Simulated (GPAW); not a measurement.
The system is BAs.

```
As B
1.0
     0.00000    2.38850    2.38850
     2.38850    0.00000    2.38850
     2.38850    2.38850    0.00000
As B
1 1
Direct
  0.75000 0.75000 0.75000
  0.00000 0.00000 0.00000
```

Base run:

* Program: GPAW 26.7.0
* Functional: r2SCAN
* Potentials or basis: GPAW PAW data sets (gpaw-data 1.2.1)
* Cutoff: 800 eV
* Basis: pw
* k mesh: 8 × 8 × 8
* Occupations: fermi-dirac, width 0.05 eV
* Spin: spin-orbit coupling, no magnetisation

Its results: band gap on the k mesh 1.31 eV, indirect (least direct gap 3.25 eV); pressure 0.8 GPa.

Question: The run is repeated on the same cell with these changes: functional from r2SCAN to mBEEF; band points from 100 to 60. What comes out?

Answer: Band gap on the k mesh 1.56 eV, indirect (least direct gap 3.51 eV); pressure -0.4 GPa.

Caveats: spin-orbit coupling was added after a scalar SCF, so levels and gaps hold it while energy, forces, pressure and moments don't; this program's spin-orbit splittings come out too wide for heavy elements; the PAW data sets were made with another functional, which shifts forces and pressure a little.

Not every run made on this cell is shown here.
